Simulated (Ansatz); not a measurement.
Ag (Fm-3m) under several functionals

**Experimental background.**

From “Polycyclic aromatic chains on metals and insulating layers by repetitive [3+2] cycloadditions”, 2020, pmc:7083871, for a bulk crystal of Ag: lattice constant a 4.085 Å.

Plane-wave DFT in Ansatz with scalar-relativistic PAW potentials. The same structure was relaxed (cell and atoms, symmetry kept) in separate runs at each level. No spin polarisation.

Question: How do the levels LDA, PBE, PBE+D3(BJ), PBEsol, r2SCAN compare?

Answer:
| level | cutoff (eV) | k mesh | V (Å³/atom) | a (Å) |
| --- | --- | --- | --- | --- |
| LDA | 420 | 18×18×18 | 16.021 | 4.002 |
| PBEsol | 420 | 18×18×18 | 16.662 | 4.054 |
| PBE+D3(BJ) | 420 | 18×18×18 | 16.897 | 4.073 |
| r2SCAN | 500 | 18×18×18 | 17.283 | 4.104 |
| PBE | 420 | 18×18×18 | 17.832 | 4.147 |

The usual order of volumes, LDA < PBEsol < PBE, holds here (16.021, 16.662, 17.832 Å³/atom). As a rule LDA overbinds; PBEsol, built on the gradient expansion of slowly varying densities, lies between LDA and PBE; PBE's stronger gradient term for exchange weakens bonds. Adding D3 to PBE changes the volume by -5.2 %; the term is attractive, so it pulls cells in. In metals the pairwise form ignores screening by the conduction electrons and often pulls in too far. r2SCAN lies 3.1 % under PBE in volume.

For PBE: Against the measured lattice constant a of Ag, 4.085 Å (quoted in “Polycyclic aromatic chains on metals and insulating layers by repetitive [3+2] cycloadditions”, 2020, pmc:7083871), the calculated 4.147 Å is off by +1.5 %. 3 values of this kind are on record in papers (4.085 to 4.086 Å); this one was drawn at random among those near their median. The calculations are for 0 K without zero-point motion.